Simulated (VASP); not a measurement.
Here is a VASP 6.6.1 calculation.

File INCAR:

```
SYSTEM = BN
PREC = Accurate
ENCUT = 520
EDIFF = 1E-7
ISMEAR = 0
SIGMA = 0.03
LREAL = .FALSE.
LASPH = .TRUE.
NELM = 80
ALGO = Fast
ISIF = 2
LWAVE = .FALSE.
LCHARG = .FALSE.
LDIPOL = .TRUE.
IDIPOL = 3
DIPOL = 0.5 0.5 0.500
GGA = CA
NBANDS = 16
LVHAR = .TRUE.
LVACPOTAV = .TRUE.
KPAR = 2
```

The input KPOINTS:

```
Automatic mesh
0
G
  15 15 1
  0 0 0
```

The input POSCAR:

```
BN                                      
1.0
    2.5076171830     -0.0000000000      0.0000000000
   -1.2538085915      2.1716601787      0.0000000000
    0.0000000000      0.0000000000     21.3178500000
  B               N             
     2     2
Direct
     0.6666666699999979    0.3333333300000021    0.4214579342668069
     0.3333333300000021    0.6666666699999979    0.5785420657331930
     0.3333333300000021    0.6666666699999979    0.4213959977103853
     0.6666666699999979    0.3333333300000021    0.5786040022896148
```

The input KPOINTS_OPT:

```
explicit points
67
Reciprocal
 0.0000000000  0.0000000000  0.0000000000 1
 0.0357142900  0.0000000000  0.0000000000 1
 0.0714285700  0.0000000000  0.0000000000 1
 0.1071428600  0.0000000000  0.0000000000 1
 0.1428571400  0.0000000000  0.0000000000 1
 0.1785714300  0.0000000000  0.0000000000 1
 0.2142857100  0.0000000000  0.0000000000 1
 0.2500000000  0.0000000000  0.0000000000 1
 0.2857142900  0.0000000000  0.0000000000 1
 0.3214285700  0.0000000000  0.0000000000 1
 0.3571428600  0.0000000000  0.0000000000 1
 0.3928571400  0.0000000000  0.0000000000 1
 0.4285714300  0.0000000000  0.0000000000 1
 0.4642857100  0.0000000000  0.0000000000 1
 0.5000000000  0.0000000000  0.0000000000 1
 0.4791666700  0.0416666700  0.0000000000 1
 0.4583333300  0.0833333300  0.0000000000 1
 0.4375000000  0.1250000000  0.0000000000 1
 0.4166666700  0.1666666700  0.0000000000 1
 0.3958333300  0.2083333300  0.0000000000 1
 0.3750000000  0.2500000000  0.0000000000 1
 0.3541666700  0.2916666700  0.0000000000 1
 0.3333333300  0.3333333300  0.0000000000 1
 0.3137254900  0.3137254900  0.0000000000 1
 0.2941176500  0.2941176500  0.0000000000 1
 0.2745098000  0.2745098000  0.0000000000 1
 0.2549019600  0.2549019600  0.0000000000 1
 0.2352941200  0.2352941200  0.0000000000 1
 0.2156862700  0.2156862700  0.0000000000 1
 0.1960784300  0.1960784300  0.0000000000 1
 0.1764705900  0.1764705900  0.0000000000 1
 0.1568627500  0.1568627500  0.0000000000 1
 0.1372549000  0.1372549000  0.0000000000 1
 0.1176470600  0.1176470600  0.0000000000 1
 0.0980392200  0.0980392200  0.0000000000 1
 0.0784313700  0.0784313700  0.0000000000 1
 0.0588235300  0.0588235300  0.0000000000 1
 0.0392156900  0.0392156900  0.0000000000 1
 0.0196078400  0.0196078400  0.0000000000 1
 0.0000000000  0.0000000000  0.0000000000 1
 0.0000000000  0.0000000000  0.0000000000 1
 0.0047712900 -0.0023856400  0.0000000000 1
-0.0047712900  0.0023856400  0.0000000000 1
 0.0139162500 -0.0069581300  0.0000000000 1
-0.0139162500  0.0069581300  0.0000000000 1
 0.0000000000  0.0041320600  0.0000000000 1
-0.0000000000 -0.0041320600  0.0000000000 1
 0.0000000000  0.0120518300  0.0000000000 1
-0.0000000000 -0.0120518300  0.0000000000 1
 0.5000000000  0.0000000000  0.0000000000 1
 0.5047712900 -0.0023856400  0.0000000000 1
 0.4952287100  0.0023856400  0.0000000000 1
 0.5139162500 -0.0069581300  0.0000000000 1
 0.4860837500  0.0069581300  0.0000000000 1
 0.5000000000  0.0041320600  0.0000000000 1
 0.5000000000 -0.0041320600  0.0000000000 1
 0.5000000000  0.0120518300  0.0000000000 1
 0.5000000000 -0.0120518300  0.0000000000 1
 0.3333333300  0.3333333300  0.0000000000 1
 0.3381046200  0.3309476900  0.0000000000 1
 0.3285620400  0.3357189700  0.0000000000 1
 0.3472495800  0.3263752000  0.0000000000 1
 0.3194170800  0.3402914600  0.0000000000 1
 0.3333333300  0.3374653900  0.0000000000 1
 0.3333333300  0.3292012700  0.0000000000 1
 0.3333333300  0.3453851600  0.0000000000 1
 0.3333333300  0.3212815000  0.0000000000 1
```

Potentials or basis: VASP PAW LDA potentials, release 64 (B, N).

Run with:

```bash
$ cat potpaw_LDA.64/B/POTCAR potpaw_LDA.64/N/POTCAR > POTCAR
$ mpirun -np 2 vasp_std > vasp.out
```

Problem. Estimate the ionisation potential of the upper face.

Solution. 6.16 eV.

Problem. Estimate the largest force.

Solution. 0.025 eV/Å.

Problem. What does it give for the band gap along the path?

Solution. 4.30 eV, indirect (least direct gap 4.53 eV).

Problem. Predict the band gap on the k mesh.

Solution. 4.36 eV, indirect (least direct gap 4.59 eV).

Forces in eV/Å, atoms in the order of the input:
```
B    0.000  0.000  0.025
B    0.000  0.000 -0.025
N    0.000  0.000  0.000
N    0.000  0.000  0.000
```

Expect the measured gap to be larger: semilocal functionals such as LDA lack the derivative discontinuity.
